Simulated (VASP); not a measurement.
Crystal: Sc.

```
Sc
1.0
     3.30900    0.00000    0.00000
    -1.65450    2.86568    0.00000
     0.00000    0.00000    5.27330
Sc
2
Direct
  0.66667 0.33333 0.75000
  0.33333 0.66667 0.25000
```

```yaml
Program: VASP 6.6.1
Task: single point
Functional: PBE
Potentials_or_basis: VASP PAW PBE potentials, release 64 (Sc_sv)
Cutoff: 520 eV
k_mesh: 9 × 9 × 5
Occupations: fermi-dirac, width 0.05 eV
Spin: no spin polarisation
```

On this cell: pressure -0.6 GPa; largest force under 0.003 eV/Å; band gap on the k mesh none (metal or under the smearing width).

The same run follows on a disturbed copy (atoms moved at random, drawn with an rms of 0.05 Å):

```
Sc
1.0
     3.30900    0.00000    0.00000
    -1.65450    2.86568    0.00000
     0.00000    0.00000    5.27330
Sc
2
Direct
  0.66919 0.32393 0.74631
  0.33512 0.66578 0.24690
```

Question: What changes?

Answer: The energy (extrapolated to zero smearing) moves by +0.2 meV/atom; pressure -0.6 GPa; largest force 0.038 eV/Å; band gap on the k mesh none (metal or under the smearing width).

Forces on the atoms (eV/Å):
```
Sc  -0.020  0.030  0.011
Sc   0.020 -0.030 -0.011
```

Stress tensor (GPa, compression positive):
```
-0.25  0.07  0.00
 0.07 -0.04  0.00
 0.00  0.00 -1.65
```
